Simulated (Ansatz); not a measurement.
Working through a phonon calculation by linear response of SiC, space group P6_3mc

Program: Ansatz's Python interface.

Input file `sic.extxyz`:
```text
4
Lattice="3.076 0.0 0.0 -1.538 2.66389414 0.0 0.0 0.0 5.048" Properties=species:S:1:pos:R:3 pbc="T T T"
Si   -0.00000000    1.77592943    0.00000000
Si    1.53800000    0.88796471    2.52400000
C    -0.00000000    1.77592943    1.94348000
C     1.53800000    0.88796471    4.46748000
```

Notebook, run cell by cell (the value of a cell's last expression is shown):

In [1]:
```python
from pathlib import Path

import ansatz as az
import numpy as np
```

In [2]:
```python
XC = "PBEsol"
OCCUPATIONS = "fixed"
KGRID = (6, 6, 4)
```

In [3]:
```python
system = az.Crystal.from_extxyz("sic.extxyz")
```

In [4]:
```python
[site.symbol for site in system.resolved().sites]
```
Out [4]:
```text
['Si', 'Si', 'C', 'C']
```

In [5]:
```python
base = (
    system.calculation()
    .functional(XC)
    .occupations(OCCUPATIONS)
    .kpoints(*KGRID)
    .phonons("dfpt", dielectric=True, lo_to_directions=[(0, 0, 1)])
)
out = base.run(runs_dir="runs")
ph = out.phonons
```
```text
DeckWarning: basis.ecutwfc = 420 eV, auto-derived from the records' recommended cutoffs: set by Si (normal level)
DeckWarning: phonons.dielectric: true without phonons.rigid_motions: the static dielectric tensor ε⁰ will be withheld (ε∞, Z* and the rows of modes are given); for a crystal or a slab, whose only rigid motions are the translations, set phonons.rigid_motions: translations
RunWarning: field response: ε∞ stands inside a basis, on 10×10×6 points; the force constants stand on the 6×6×4 k-mesh, whose period is 10.95 times the interband length at k = (0.0000, -0.5000, 0.0000), direct gap 3.961 eV, under 14: take them and everything formed from them as unconverged, and compare with a denser kpoints.mp_grid
```

In [6]:
```python
print("Gamma modes (1/cm):", " ".join(f"{w:.1f}" for w in ph.gamma_omega_inv_cm))
print("in meV:", " ".join(f"{w * 0.1239842:.2f}" for w in ph.gamma_omega_inv_cm))
field = out.phonons_dielectric
print("eps_inf diagonal:", np.round(np.diag(field.eps_inf), 3))
for site, z in zip(out.lattice.sites, field.zstar_e):
    print(f"Born charge {site.symbol:2s}", np.round(np.diag(z), 3) + 0.0)
rows = (Path(out.output_folder) / "results" / "optical_modes.tsv").read_text().splitlines()
for line in rows:
    if not line.startswith("#"):
        print("  ".join(f"{float(v):.3f}" for v in line.split()[:8]))
```
```text
Gamma modes (1/cm): 0.0 0.0 0.0 257.3 257.3 554.0 681.7 782.0 794.5 794.5 826.3 826.3
in meV: 0.00 0.00 0.00 31.90 31.90 68.69 84.52 96.96 98.50 98.50 102.45 102.45
eps_inf diagonal: [6.968 6.968 7.562]
Born charge Si [2.686 2.686 2.931]
Born charge Si [2.686 2.686 2.931]
Born charge C  [-2.686 -2.686 -2.931]
Born charge C  [-2.686 -2.686 -2.931]
0.000  0.000  0.000  257.271  2.000  0.000  0.000  -0.000
0.000  0.000  0.000  554.018  1.000  0.000  0.000  0.000
0.000  0.000  0.000  681.668  1.000  47.122  0.000  -0.000
0.000  0.000  0.000  782.005  1.000  0.000  0.000  0.000
0.000  0.000  0.000  794.469  2.000  0.000  0.000  0.000
0.000  0.000  0.000  826.335  2.000  79.145  1.715  -0.000
0.000  0.000  1.000  257.271  2.000  0.000  0.000  0.000
0.000  0.000  1.000  554.018  1.000  0.000  0.000  -0.000
0.000  0.000  1.000  782.005  1.000  0.000  0.000  0.000
0.000  0.000  1.000  794.469  2.000  0.000  0.000  -0.000
0.000  0.000  1.000  826.335  2.000  79.145  1.715  0.000
0.000  0.000  1.000  886.546  1.000  47.122  0.000  0.000
```

What to keep in mind:
- The cell isn't relaxed first, so the values belong to this volume.
- The mesh doesn't settle the field response to the digits printed.
- The starting cell is as deposited in a crystallographic database; the results hold for this polymorph, which needn't be the stable one.
- Warnings are shown shortened and without file and line.
- The structure is taken as given; imaginary modes can come from an unrelaxed or unstable start.
- Run time: 48 s on 1 thread of Arm Neoverse V1, with other jobs on the host, peak memory 0.59 GiB.
